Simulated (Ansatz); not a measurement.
CuO:

```
CELL_PARAMETERS angstrom
2.83633 0.00000 0.00000
-1.41816 2.45633 0.00000
0.00000 0.00000 2.76811
ATOMIC_POSITIONS crystal
Cu 0.00000 0.00000 0.00000
O 0.66667 0.33333 0.50000
```

Measurements of this composition are mostly on another form, of space group No. 15.

Base run:

- Program: Ansatz 0.2.0
- Functional: PBE
- Potentials or basis: Ansatz PAW
- Cutoff: 420 eV (not typed: the program's choice for these potentials)
- k mesh: 11 × 11 × 10
- Occupations: fermi-dirac, width 0.05 eV
- Spin: no spin polarisation

Its results: band gap on the k mesh none (metal or under the smearing width); pressure -0.5 GPa.

Question: After a change of settings the same cell gave: band gap on the k mesh none (metal or under the smearing width); pressure 7.2 GPa. Which change was it?
A. potentials or basis from Ansatz PAW to PseudoDojo standard (PBE files); cutoff from 420 eV (not typed: the program's choice for these potentials) to 1252 eV
B. functional from PBE to LDA
C. cutoff from 420 eV (not typed: the program's choice for these potentials) to 500 eV
D. functional from PBE to BLYP

Answer: D.

BLYP binds less tightly than PBE, so the same cell stands under more pressure.

Caveats: an odd number of electrons without spin polarisation forces a metal; a magnetic or distorted state may lie lower; the run has no spin polarisation, though such a crystal can be magnetic; semilocal functionals often make such compounds metallic where correlation or magnetic order opens a gap, which also shifts bond lengths; the PAW data sets come from PBE, with cores solved anew for the run's functional, which leaves a small shift of forces and pressure (some runs).
